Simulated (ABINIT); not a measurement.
# MgO (Fm-3m) in ABINIT: notebook

Runs on MgO. Level: r2SCAN. Tasks: single point.

All numbers are computed with ABINIT 10.8.3 (patched build); they aren't measurements. Logs are shortened: lines on timing, memory, paths and dates and some standing lists are left out, and cuts for length are marked. The log counts tension as positive stress, the text compression.

**What was measured.**

From “Electronic structure of alkaline earth and post-transition metal oxides”, 2009, arxiv:0908.1581, for a bulk crystal of MgO: band gap 7.83 eV.

The results are compared with them further down.

## 1. The structure

Symmetry: Fm-3m, No. 225, cubic system. The conventional cell has a = 4.194 Å, b = 4.194 Å, c = 4.194 Å, α = 90.00°, β = 90.00°, γ = 90.00°. Mg (site symmetry m-3m) is surrounded by 6 O at 2.10 Å. O (site symmetry m-3m) is surrounded by 6 Mg at 2.10 Å.

The cell is a database's computed one.

## 2. Single point, r2SCAN

run.abi reads:

```
# Pseudopotentials
pp_dirpath "./"
pseudos "Mg.GGA_PBE-ansatz.xml, O.GGA_PBE-ansatz.xml"

# Structure
acell 5.6041865537 5.6041865537 5.6041865537
rprim
     0.0000000000     0.7071067812     0.7071067812
     0.7071067812     0.0000000000     0.7071067812
     0.7071067812     0.7071067812     0.0000000000
ntypat 2
znucl 12 8
natom 2
typat 1 2
xred
     0.0000000000     0.0000000000     0.0000000000
     0.5000000000     0.5000000000     0.5000000000

# Plane-wave basis
ecut 19.0
pawecutdg 38.0
pawovlp 30

# k points
kptopt 1
ngkpt 11 11 11
nshiftk 1
shiftk 0.0 0.0 0.0

# Exchange and correlation
ixc -497498
usekden 1
pawxcdev 0

# Bands and occupations
nband 12
occopt 3
tsmear 0.00183747

# SCF cycle
nstep 100
tolvrs 1.0e-7

# Output
iomode 3
prtwf 0
prteig 0
prtebands 0
enunit 1
prtden 1
prtvha 1
prtvclmb 1
prtpot 1
```

Potentials or basis: Ansatz PAW PBE default generated set, frozen core.

On the command line:

```console
> mpirun --bind-to none -np 4 abinit run.abi > log 2>&1
```

run.abo:

```text
[... set-up lines left out ...]
 ETOT  1  -76.547755656816    -7.655E+01 3.982E+01 5.476E+00
 ETOT  2  -79.296104321004    -2.748E+00 1.729E-01 1.769E+01
 ETOT  3  -79.248910307409     4.719E-02 6.963E-02 5.571E+00
 ETOT  4  -79.239088039270     9.822E-03 1.148E-02 1.935E+00
 ETOT  5  -79.232947315575     6.141E-03 5.730E-02 3.590E-01
 ETOT  6  -79.234298665369    -1.351E-03 2.525E-01 1.810E-01
 ETOT  7  -79.233862112940     4.366E-04 8.432E-03 4.911E-02
 ETOT  8  -79.233845497324     1.662E-05 3.096E-03 2.604E-04
 ETOT  9  -79.233847727586    -2.230E-06 1.006E-03 7.876E-04
 ETOT 10  -79.233846397895     1.330E-06 1.505E-03 1.256E-04
 ETOT 11  -79.233846251129     1.468E-07 3.549E-04 1.041E-05
 ETOT 12  -79.233846246623     4.507E-09 4.356E-04 1.946E-06
 ETOT 13  -79.233846242469     4.154E-09 1.053E-04 1.341E-07
 ETOT 14  -79.233846242326     1.430E-10 1.288E-04 4.381E-08

 At SCF step   14       nres2   =  4.38E-08 < tolvrs=  1.00E-07 =>converged.

Result for kinetic energy density :

--------------------------------------------------------------------------------
 Total kinetic energy density [Ha/Bohr^3]
)     Maximum=    1.7265E+00  at reduced coord.    0.5000    0.5000    0.5000
)     Minimum=    6.2299E-03  at reduced coord.    0.2500    0.2500    0.2500
   Integrated=    9.4438E+00
--------------------------------------------------------------------------------

 Cartesian components of stress tensor (hartree/bohr^3)
  sigma(1 1)= -3.87761532E-05  sigma(3 2)=  0.00000000E+00
  sigma(2 2)= -3.87761532E-05  sigma(3 1)=  0.00000000E+00
  sigma(3 3)= -3.87761532E-05  sigma(2 1)=  0.00000000E+00

--- !ResultsGS
iteration_state: {dtset: 1, }
comment   : Summary of ground state results
lattice_vectors:
- [  0.0000000,   3.9627583,   3.9627583, ]
- [  3.9627583,   0.0000000,   3.9627583, ]
- [  3.9627583,   3.9627583,   0.0000000, ]
lattice_lengths: [   5.60419,    5.60419,    5.60419, ]
lattice_angles: [ 60.000,  60.000,  60.000, ] # degrees, (23, 13, 12)
lattice_volume:   1.2445798E+02
convergence: {deltae:  1.430E-10, res2:  4.381E-08, residm:  1.288E-04, diffor: null, }
etotal    :  -7.92338462E+01
entropy   :   0.00000000E+00
fermie    :   3.10196941E-01
cartesian_stress_tensor: # hartree/bohr^3
- [ -3.87761532E-05,   0.00000000E+00,   0.00000000E+00, ]
- [  0.00000000E+00,  -3.87761532E-05,   0.00000000E+00, ]
- [  0.00000000E+00,   0.00000000E+00,  -3.87761532E-05, ]
pressure_GPa:   1.1408E+00
xred      :
- [  0.0000E+00,   0.0000E+00,   0.0000E+00, Mg]
- [  5.0000E-01,   5.0000E-01,   5.0000E-01,  O]
cartesian_forces: # hartree/bohr
- [ -0.00000000E+00,  -0.00000000E+00,  -0.00000000E+00, ]
- [ -0.00000000E+00,  -0.00000000E+00,  -0.00000000E+00, ]
force_length_stats: {min:   0.00000000E+00, max:   0.00000000E+00, mean:   0.00000000E+00, }
...

 Integrated electronic density in atomic spheres:
 ------------------------------------------------
 Atom  Sphere_radius  Integrated_density
    1        2.63806          9.84174919
    2        1.79524          5.87556423

================================================================================

 ----iterations are completed or convergence reached----

 Mean square residual over all n,k,spin=   48.599E-08; max=  12.883E-05
 reduced coordinates (array xred) for    2 atoms
       0.000000000000      0.000000000000      0.000000000000
       0.500000000000      0.500000000000      0.500000000000
 rms dE/dt=  0.0000E+00; max dE/dt=  0.0000E+00; dE/dt below (all hartree)
    1       0.000000000000      0.000000000000      0.000000000000
    2       0.000000000000      0.000000000000      0.000000000000

 cartesian coordinates (angstrom) at end:
    1      0.00000000000000     0.00000000000000     0.00000000000000
    2      2.09700139131405     2.09700139131405     2.09700139131405

 cartesian forces (hartree/bohr) at end:
    1     -0.00000000000000    -0.00000000000000    -0.00000000000000
    2     -0.00000000000000    -0.00000000000000    -0.00000000000000
 frms,max,avg= 0.0000000E+00 0.0000000E+00   0.000E+00  0.000E+00  0.000E+00 h/b

 cartesian forces (eV/Angstrom) at end:
    1     -0.00000000000000    -0.00000000000000    -0.00000000000000
    2     -0.00000000000000    -0.00000000000000    -0.00000000000000
 frms,max,avg= 0.0000000E+00 0.0000000E+00   0.000E+00  0.000E+00  0.000E+00 e/A
 length scales=  5.604186553700  5.604186553700  5.604186553700 bohr
              =  2.965607807855  2.965607807855  2.965607807855 angstroms
 Fermi (or HOMO) energy (eV) =   8.44089   Average Vxc (eV)= -11.20235
 Eigenvalues (   eV  ) for nkpt=  56  k points:
 kpt#   1, nband= 12, wtk=  0.00075, kpt=  0.0000  0.0000  0.0000 (reduced coord)
 -70.01757  -35.09861  -35.09861  -35.09861  -13.40941    4.85602    4.85602    4.85602
  10.61776   21.75791   21.75791   21.75791
 prteigrs : prtvol=0 or 1, do not print more k-points.

--- !EnergyTerms
iteration_state     : {dtset: 1, }
comment             : Components of total free energy in Hartree
kinetic             :  9.44375276837621E+00
hartree             :  2.03358580202282E+01
xc                  : -3.79853432732867E+00
Ewald energy        : -4.75873828440363E+01
psp_core            :  1.77560365326313E+00
local_psp           : -6.04619937649146E+01
PAW spherical_terms :  1.05880848636772E+00
internal            : -7.92338880080444E+01
'-kT*entropy'       :  1.25294870812291E-15
total_energy        : -7.92338880080444E+01
total_energy_eV     : -2.15606393035770E+03
...

--- !EnergyTermsDC
iteration_state     : {dtset: 1, }
comment             : '"Double-counting" decomposition of free energy'
band_energy         : -1.31568245347203E+01
Ewald energy        : -4.75873828440363E+01
psp_core            :  1.77560365326313E+00
xc_dc               : -1.90068355044392E+01
PAW spherical_terms : -1.25840701239288E+00
internal            : -7.92338462423256E+01
'-kT*entropy'       :  1.25294870812291E-15
total_energy_dc     : -7.92338462423256E+01
total_energy_dc_eV  : -2.15606279385459E+03
...

--- !EnergyTermsWithPAWCore
iteration_state     : {dtset: 1, }
comment             : 'Components of total free energy, including PAW core contributions'
Total energy        : -2.75565384963140E+02
Total energy DC     : -2.75565343197421E+02
Total energy (eV)   : -7.49851612625444E+03
Total energy DC (eV): -7.49851498975133E+03
...

 Cartesian components of stress tensor (hartree/bohr^3)
  sigma(1 1)= -3.87761532E-05  sigma(3 2)=  0.00000000E+00
  sigma(2 2)= -3.87761532E-05  sigma(3 1)=  0.00000000E+00
  sigma(3 3)= -3.87761532E-05  sigma(2 1)=  0.00000000E+00

-Cartesian components of stress tensor (GPa)         [Pressure=  1.1408E+00 GPa]
- sigma(1 1)= -1.14083381E+00  sigma(3 2)=  0.00000000E+00
- sigma(2 2)= -1.14083381E+00  sigma(3 1)=  0.00000000E+00
- sigma(3 3)= -1.14083381E+00  sigma(2 1)=  0.00000000E+00

== END DATASET(S) ==============================================================
================================================================================

 -outvars: echo values of variables after computation  --------
            acell      5.6041865537E+00  5.6041865537E+00  5.6041865537E+00 Bohr
           etotal     -7.9233846242E+01
            fcart     -0.0000000000E+00 -0.0000000000E+00 -0.0000000000E+00
                      -0.0000000000E+00 -0.0000000000E+00 -0.0000000000E+00
            rprim      0.0000000000E+00  7.0710678120E-01  7.0710678120E-01
                       7.0710678120E-01  0.0000000000E+00  7.0710678120E-01
                       7.0710678120E-01  7.0710678120E-01  0.0000000000E+00
           strten     -3.8776153187E-05 -3.8776153187E-05 -3.8776153187E-05
                       0.0000000000E+00  0.0000000000E+00  0.0000000000E+00
           xangst      0.0000000000E+00  0.0000000000E+00  0.0000000000E+00
                       2.0970013913E+00  2.0970013913E+00  2.0970013913E+00
             xred      0.0000000000E+00  0.0000000000E+00  0.0000000000E+00
                       5.0000000000E-01  5.0000000000E-01  5.0000000000E-01
 Calculation completed.
```

Wall time 44 s (4 MPI ranks of Intel Xeon Platinum 8375C at 2.90GHz (Ice Lake), shared host); peak memory 0.84 GiB.

What came out:

| Item | Value |
| --- | --- |
| Free energy | -2156.0628 eV |
| Pressure | 1.1 GPa |
| Band gap on the k mesh | 5.76 eV, direct |

Levels at points of the mesh, in eV from the valence-band top:
```tsv
k point	band 4	band 5	band 6	band 7	band 8	band 9	band 10	band 11	band 12
(0.00, 0.00, 0.00)	-39.95	-18.27	0.00	0.00	0.00	5.76	16.90	16.90	16.90
```

Caveat: totals of a meta-GGA on PAW files have another zero than those of a GGA; the PAW data sets were made with another functional, which shifts forces and pressure a little; the atomic spheres overlap.

## 3. Single point, r2SCAN

run.abi: that of step 2 with these lines changed.

```diff
@@ -2,3 +2,3 @@
 pp_dirpath "./"
-pseudos "Mg.GGA_PBE-ansatz.xml, O.GGA_PBE-ansatz.xml"
+pseudos "Mg.GGA_PBE-JTH.xml, O.GGA_PBE-JTH.xml"
 
@@ -19,5 +19,4 @@
 # Plane-wave basis
-ecut 19.0
-pawecutdg 38.0
-pawovlp 30
+ecut 28.0
+pawecutdg 50.0
```

Potentials or basis: JTH PAW PBE v2.0.

On the command line:

```console
> mpirun --bind-to none -np 4 abinit run.abi > log 2>&1
```

Run time: 21 s. Hardware: 4 MPI ranks of Intel Xeon Platinum 8375C at 2.90GHz (Ice Lake), shared host; peak memory 0.4 GiB.

It converged, with:

```yaml
Free_energy: -2156.0246 eV
Pressure: 1.7 GPa
Band_gap_on_the_k_mesh: 5.77 eV, direct
Valence_electrons_inside_the_program's_atomic_spheres: Mg 8.29; O 4.62
```

Levels at points of the mesh, in eV from the valence-band top:
```
           k point  band 4  band 5  band 6  band 7  band 8  band 9  band 10  band 11  band 12
(0.00, 0.00, 0.00)  -39.98  -18.25    0.00    0.00    0.00    5.77    16.92    16.92    16.92
```

Caveat: totals of a meta-GGA on PAW files have another zero than those of a GGA; the PAW data sets were made with another functional, which shifts forces and pressure a little.

## 4. How close it comes

Step 2. A measured gap of MgO is 7.83 eV (quoted in “Electronic structure of alkaline earth and post-transition metal oxides”, 2009, arxiv:0908.1581); the calculated 5.76 eV misses it by -2.07 eV. The value is that of r2SCAN, without temperature or zero-point motion. The cell is a database's relaxed one, not the measured one, which moves gaps too.

Step 3. A measured gap of MgO is 7.83 eV (quoted in “Electronic structure of alkaline earth and post-transition metal oxides”, 2009, arxiv:0908.1581); the calculated 5.77 eV misses it by -2.06 eV. The value is that of r2SCAN, without temperature or zero-point motion. The cell is a database's relaxed one, not the measured one, which moves gaps too.
